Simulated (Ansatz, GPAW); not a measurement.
This is a calculation of FeO (Wuestite) for GPAW 26.7.0 (ASE script). 

The input run.py:

```python
from ase import Atoms
from ase.dft.bandgap import bandgap
from ase.io import write
from ase.units import GPa
from gpaw import GPAW, PW

atoms = Atoms(['Fe', 'O'],
              cell=[[0.0, 2.1554, 2.1554],
                    [2.1554, 0.0, 2.1554],
                    [2.1554, 2.1554, 0.0]],
              scaled_positions=[[0.0, 0.0, 0.0],
                                [0.5, 0.5, 0.5]],
              pbc=True)
atoms.set_initial_magnetic_moments([3.0, 0.0])

calc = GPAW(mode=PW(800),
            xc='PBE',
            kpts={'size': (11, 11, 11), 'gamma': True},
            occupations={'name': 'methfessel-paxton', 'order': 0, 'width': 0.022},
            nbands=17,
            convergence={'density': 1e-05, 'energy': 1e-05},
            maxiter=150,
            txt='gpaw.txt')
atoms.calc = calc
energy = atoms.get_potential_energy()
forces = atoms.get_forces()
stress = atoms.get_stress()
calc.write('gs.gpw')
write('result.traj', atoms)
print(f'Energy: {energy:.6f} eV')
print('Forces (eV/A):')
print(forces.round(4))
print('Stress (GPa):', (stress / GPa).round(3))
print('Moments:', calc.get_magnetic_moments().round(3))
print('Fermi level:', round(calc.get_fermi_level(), 4), 'eV')
print(f'Gap: {bandgap(calc)[0]:.4f} eV, direct: {bandgap(calc, direct=True)[0]:.4f} eV')
```

Potentials or basis: GPAW PAW data sets (gpaw-data 1.2.1), pw.

The run is started by

```bash
$ OMP_NUM_THREADS=1 python run.py
```

Problem. What does the same run look like in Ansatz 0.2.0? Potentials or basis there: Ansatz PAW, cutoff 420 eV.

Solution. As run (cutoffs and basis follow the program's own potentials, and thresholds, step limits or extra output files can differ):

The input input.yaml:

```yaml
crystal:
  lattice:
    - [0.0, 2.1554, 2.1554]
    - [2.1554, 0.0, 2.1554]
    - [2.1554, 2.1554, 0.0]
  atoms:
    - { symbol: Fe, position: [0.0, 0.0, 0.0], spin: 3.0 }
    - { symbol: O, position: [0.5, 0.5, 0.5] }
hamiltonian:
  xc: pbe
  pseudopotentials: { kind: paw }
magnetization:
  spin_polarized: true
kpoints:
  mp_grid: { grid: [11, 11, 11] }
scf:
  occupations: { method: gaussian, width: 0.022 }
output:
  forces: true
  stress: true
  eigenvalues: true
  write_density: true
  write_potential: true
  elf: true
  volumetric_format: npy
```

Potentials or basis: Ansatz PAW.

Command:

```bash
$ ansatz run input.yaml --threads 2 --pin off --max-ram 5632MiB --backend cpu --events-out ev --progress --plain --runs-dir out
```

Both were run:

|  | GPAW | Ansatz |
| --- | --- | --- |
| Pressure | 0.8 GPa | -0.3 GPa |
| Net moment | 4.00 μB per cell | 4.00 μB per cell |

Ansatz's pressure holds a Pulay term of +0.65 GPa for its cutoff of 420 eV, which the other run lacks.

The potentials hold 14 and 22 valence electrons a cell.

Where Ansatz's input types no cutoff or centring, it takes its own default and a Γ-centred mesh.

The magnetic state is the one that the start led to; the real crystal's order can differ.

Pressure is positive in compression.
